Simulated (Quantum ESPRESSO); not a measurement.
Crystal: BP.

```
P B
1.0
     0.00000    2.26900    2.26900
     2.26900    0.00000    2.26900
     2.26900    2.26900    0.00000
P B
1 1
Direct
  0.75000 0.75000 0.75000
  0.00000 0.00000 0.00000
```

Base run:

* Program: Quantum ESPRESSO 7.5
* Functional: PBE
* Potentials or basis: PseudoDojo 0.4.1 SR PBE standard
* Cutoff: 1034 eV
* Density cutoff: 4136 eV
* k mesh: 10 × 10 × 10
* Occupations: fermi-dirac, width 0.05 eV
* Spin: no spin polarisation

Its results: band gap on the k mesh 1.25 eV, indirect (least direct gap 3.41 eV); pressure 1.0 GPa.

Q: The run is repeated on the same cell with these changes: functional from PBE to LDA; potentials or basis from PseudoDojo 0.4.1 SR PBE standard to PseudoDojo 0.4.1 SR LDA standard. What comes out?

A: Band gap on the k mesh 1.20 eV, indirect (least direct gap 3.39 eV); pressure -5.6 GPa.
